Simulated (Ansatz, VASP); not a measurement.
**One calculation of KI, two programs**

Contents of POSCAR:

```
KI
1.0
    4.3750975660      0.0000000000      0.0000000000
    0.0000000000      4.3750975660      0.0000000000
    0.0000000000      0.0000000000      4.3750975660
K I
1 1
Direct
    0.0000000000      0.0000000000      0.0000000000
    0.5000000000      0.5000000000      0.5000000000
```

The input INCAR.step1:

```
SYSTEM = KI
PREC = Accurate ; ENCUT = 520
ISMEAR = 0 ; SIGMA = 0.01
LREAL = .False. ; LASPH = .True.
NELM = 60 ; NBANDS = 15
GGA = PE ; ALGO = Normal
EDIFF = 1E-4 ; LWAVE = .True.
LCHARG = .False.
```

The input INCAR.step2:

```
SYSTEM = KI
PREC = Accurate ; ENCUT = 520
EDIFF = 1E-6 ; ISMEAR = 0
SIGMA = 0.01 ; LREAL = .False.
LASPH = .True. ; NELM = 60
ALGO = Normal ; ISIF = 2
LWAVE = .False. ; LCHARG = .True.
METAGGA = R2SCAN ; LMIXTAU = .True.
LELF = .True. ; LVHAR = .True.
NBANDS = 15 ; ISTART = 1
```

The input KPOINTS:

```
Automatic mesh
0
Gamma
  6 6 6
  0 0 0
```

Input for Ansatz:

```yaml
crystal:
  lattice:
    - [4.375097566, 0.0, 0.0]
    - [0.0, 4.375097566, 0.0]
    - [0.0, 0.0, 4.375097566]
  atoms:
    - { symbol: K, position: [0.0, 0.0, 0.0] }
    - { symbol: I, position: [0.5, 0.5, 0.5] }
kpoints:
  mp_grid: { grid: [6, 6, 6] }
hamiltonian:
  xc: r2scan
scf:
  occupations: { method: fixed }
  n_extra_bands: 4
output:
  forces: true
  stress: true
  eigenvalues: true
```

Alike in both runs: task single point; functional r2SCAN; k mesh 6 × 6 × 6; no spin polarisation.

|  | VASP | Ansatz |
| --- | --- | --- |
| version | VASP 6.6.1 | Ansatz 0.2.0 |
| potentials or method | VASP PAW PBE potentials, release 64 (K_sv, I) | plane waves, PAW |
| plane-wave cutoff (eV) | 520 | 500 |
| occupations | gaussian, width 0.01 eV | fixed |
| valence electrons in the cell | 16 | 26 |

|  | VASP | Ansatz | Ansatz less VASP |
| --- | --- | --- | --- |
| gap on the k mesh at the Fermi level (eV) | 3.88 | 3.88 | +0.001 |
| pressure (GPa) | -0.7 | -0.7 | +0.01 |

The two sets of potentials don't hold the same shells in valence.

Caveats: the PAW data sets were made with another functional, which shifts forces and pressure a little (VASP); spin-orbit coupling is left out, which moves the levels of the heavy elements. A k mesh can miss the band edges. r2SCAN opens gaps a little over a GGA but as a rule still falls short of measured ones.
